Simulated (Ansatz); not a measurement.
W:

```
CELL_PARAMETERS angstrom
-1.58234 1.58234 1.58234
1.58234 -1.58234 1.58234
1.58234 1.58234 -1.58234
ATOMIC_POSITIONS crystal
W 0.00000 0.00000 0.00000
```

Base run:

- Program: Ansatz 0.2.0
- Functional: BPBE
- Potentials or basis: Ansatz PAW
- Cutoff: 420 eV (not typed: the program's choice for these potentials)
- k mesh: 12 × 12 × 12
- Occupations: fermi-dirac, width 0.05 eV
- Spin: no spin polarisation

Its results: band gap on the k mesh none (metal or under the smearing width); pressure 5.4 GPa.

The run is repeated on the same cell with these changes: functional from BPBE to PBE; k mesh from 12 × 12 × 12 to 7 × 7 × 7. What comes out?

Band gap on the k mesh none (metal or under the smearing width); pressure 6.7 GPa.

Several settings changed at once, so the effect can't be laid on one alone.

Caveats: some runs use coarse meshes; spin-orbit coupling is left out, which moves the levels of the heavy elements (some runs); the PAW data sets come from PBE, with cores solved anew for the run's functional, which leaves a small shift of forces and pressure (some runs).
